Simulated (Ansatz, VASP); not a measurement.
Ru: VASP beside Ansatz

INCAR

```
SYSTEM = Ru
  PREC = Accurate
  ENCUT = 520
  EDIFF = 1E-8
  ISMEAR = -1
  SIGMA = 0.03
  LREAL = .False.
  LASPH = .True.
  NELM = 80
  ALGO = Normal
  ISIF = 2
  LWAVE = .False.
  LCHARG = .False.
  GGA = PS
  LEFG = .True.
  NBANDS = 21
```

The input KPOINTS:

```
Automatic mesh
0
Gamma
  14 14 8
  0 0 0
```

POSCAR

```
Ru
1.0
    2.6784661590      0.0000000000      0.0000000000
   -1.3392330795      2.3196197369      0.0000000000
    0.0000000000      0.0000000000      4.2386455276
Ru
2
Direct
    0.3333333333      0.6666666667      0.2500000000
    0.6666666667      0.3333333333      0.7500000000
```

Input for Ansatz:

```yaml
crystal:
  lattice:
    - [2.678466159, 0.0, 0.0]
    - [-1.3392330795, 2.3196197369, 0.0]
    - [0.0, 0.0, 4.2386455276]
  atoms:
    - { symbol: Ru, position: [0.3333333333, 0.6666666667, 0.25] }
    - { symbol: Ru, position: [0.6666666667, 0.3333333333, 0.75] }
kpoints:
  mp_grid: { grid: [14, 14, 8] }
scf:
  occupations: { method: fermi_dirac, width: 0.03 }
hamiltonian:
  xc: pbesol
  pseudopotentials: { kind: paw }
output:
  forces: true
  stress: true
  eigenvalues: true
  efg: { contact_densities: true }
  write_density: true
  write_potential: true
  elf: true
  volumetric_format: npy
```

Change from the starting cell: volume scaled by 0.97, PAW files.

Alike in both runs: task electric field gradients; functional PBEsol; k mesh 14 × 14 × 8; occupations fermi-dirac, width 0.03 eV; no spin polarisation.

|  | VASP | Ansatz |
| --- | --- | --- |
| version | VASP 6.6.1 | Ansatz 0.2.0 |
| potentials or method | VASP PAW PBE potentials, release 64 (Ru_pv) | PAW with Ansatz's default frozen-core files, scalar-relativistic |
| plane-wave cutoff (eV) | 520 | 420 |
| valence electrons in the cell | 28 | 32 |

```csv
,VASP,Ansatz,Ansatz less VASP
pressure (GPa),4.1,4.2,+0.05
largest component of the traceless stress (GPa),1.02,1.04,+0.022
Vzz of the field gradient on the site that differs most (V/Å²),-14.2,-10.1,+4.13
```

The two sets of potentials don't hold the same shells in valence. Ansatz warned: «gradients_without_spin_orbit».

Caveats: the PAW data sets were made with another functional, which shifts forces and pressure a little (VASP).
